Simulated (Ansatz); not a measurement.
System: zinc-blende InN (metastable phase). Method: Hartree–Fock in Ansatz (plane waves, PAW).

Settings: plane-wave cutoff 460 eV, 10×10×10 k mesh, Fermi–Dirac smearing 0.01 eV, scalar-relativistic PAW data made under PBE.

Pressure at four volumes; x = ln(V/15.575 Å³). One pressure is withheld.

```
V (Å³/atom)        x  P (GPa)
-----------  -------  -------
14.741       -0.0550     9.44
15.575        0.0000    -0.50
15.905        0.0210    -3.73
16.293        0.0451        ?
```

Pass a parabola P(x) through the three rows shown, estimate the bulk modulus and its pressure derivative near zero pressure, and predict the withheld pressure.

Slopes between the rows: (-0.50 − (9.44))/(0.0000 − (-0.0550)) = -180.73 and (-3.73 − (-0.50))/(0.0210 − (0.0000)) = -153.81 GPa. Their difference over the span 0.0760 is c = 26.92/0.0760 = 354.2 GPa, so P(x) = 9.44 + (-180.73)(x − (-0.0550)) + 354.2 (x − (-0.0550))(x − (0.0000)). At the middle row B = −dP/dx = −[-180.73 + 354.2 × 0.0550] = 161.2 GPa, and B′ = dB/dP = 2c/B = 4.4. At x = 0.0451 the parabola gives -7.05 GPa; the run gives -7.09 GPa. The Birch–Murnaghan fit to the energies at all volumes has B0 = 163 GPa and B′ = 4.2.

Spin–orbit coupling is not included.

Ansatz is an electronic-structure program.
